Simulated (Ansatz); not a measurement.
## Zone-centre phonons of HfO₂ at 7 GPa: input and output

Level of theory: DFT PBE, scalar-relativistic, plane waves, PAW in Ansatz.

Launched with:
```bash
ansatz run input.yaml --threads 1 --pin off --max-ram 3072MiB --backend cpu --events-out ev --progress --plain --runs-dir out
```

Input (bare energies are in eV):
```yaml
crystal:
  lattice:
    - [0.0, 2.5260549932, 2.5260549932]
    - [2.5260549932, 0.0, 2.5260549932]
    - [2.5260549932, 2.5260549932, 0.0]
  atoms:
    - { symbol: Hf, position: [0.0, 0.0, 0.0] }
    - { symbol: O, position: [0.25, 0.25, 0.25] }
    - { symbol: O, position: [0.75, 0.75, 0.75] }
basis:
  ecutwfc: 420
kpoints:
  mp_grid: { grid: [8, 8, 8] }
hamiltonian:
  xc: pbe
scf:
  occupations: { method: fixed }
output:
  eigenvalues: true
phonons:
  method: dfpt
  dielectric: true
  rigid_motions: translations
  eigenvectors: true
```

Results section of the output:
```
--- Phonons (Γ-DFPT): 2 representative perturbations + reference, on 95 of 512 k-points (Σ response iterations 8) ---
  k mesh reduced under 4 symmetry operations, with k and −k counted as one. Each operation leaves every solved perturbation unchanged. A smaller set is not considered because the run solves the response ...
  ASR residual: 1.883e-4 → 0.000e0 eV/Å²; symmetrization residual: 8.511e-7 eV/Å²
  ASR residual per site (eV/Å²): 1.22e-4 1.88e-4 1.88e-4
  Γ frequencies (cm⁻¹): 0.00 0.00 0.00 243.41 243.41 243.41 586.11 586.11 586.11
  ε∞ (high-frequency dielectric tensor):
        5.286565    -0.000000    -0.000000
        0.000000     5.286565     0.000000
       -0.000000    -0.000000     5.286565
  ε⁰ (static dielectric tensor: ions relaxed, cell fixed):
       34.556453    -0.000000    -0.000000
       -0.000000    34.556453     0.000000
       -0.000000     0.000000    34.556453
  ε⁰ − ε∞ (ionic part):
       29.269888    -0.000000    -0.000000
       -0.000000    29.269888     0.000000
       -0.000000     0.000000    29.269888
  softest optical mode at Γ: 243.41 cm⁻¹; the repairs (sum rule, projections) moved no ω² at Γ by more than (1.83 cm⁻¹)²
  Born effective charges Z* (e; rows j = field, columns β = displacement):
    site 0:
         5.55225   -0.00000    0.00000
         0.00000    5.55225    0.00000
         0.00000   -0.00000    5.55225
    site 1:
        -2.77613    0.00000   -0.00000
        -0.00000   -2.77613   -0.00000
         0.00000    0.00000   -2.77613
    site 2:
        -2.77613    0.00000   -0.00000
        -0.00000   -2.77613   -0.00000
         0.00000    0.00000   -2.77613
  Z* charge neutrality: 2.235e-5 e pre-enforcement
  k-mesh period / interband length: 28.6 Å / 1.34 Å = 21.35 at k = (0.0000, 0.0000, 0.0000), direct gap 4.528 eV — 14 or more, which is no proof of convergence
  optical modes at Γ without the LO–TO term, one row a degenerate level:
      ω (cm⁻¹) modes IR ((D/Å)²/amu)
        243.41      3            78.6346
        586.11      3             0.0000
  optical modes at Γ + LO–TO along q̂ = [1.0000, 0.0000, 0.0000]:
      ω (cm⁻¹) modes IR ((D/Å)²/amu)
        243.41      2            52.4231
        586.11      3             0.0000
        622.32      1            26.2115
  optical modes at Γ + LO–TO along q̂ = [0.0000, 1.0000, 0.0000]:
      ω (cm⁻¹) modes IR ((D/Å)²/amu)
        243.41      2            52.4231
        586.11      3             0.0000
        622.32      1            26.2115
  optical modes at Γ + LO–TO along q̂ = [0.0000, 0.0000, 1.0000]:
      ω (cm⁻¹) modes IR ((D/Å)²/amu)
        243.41      2            52.4231
        586.11      3             0.0000
        622.32      1            26.2115
```

The run took 25 s on 1 thread of Intel(R) Xeon(R) Platinum 8488C (Sapphire Rapids), on a shared host, peak memory 0.66 GiB.

Spin–orbit coupling is left out, which matters for heavy elements. Other phases may be more stable at this pressure.

This fluorite-type form isn't the usual stable structure of the compound at low pressure.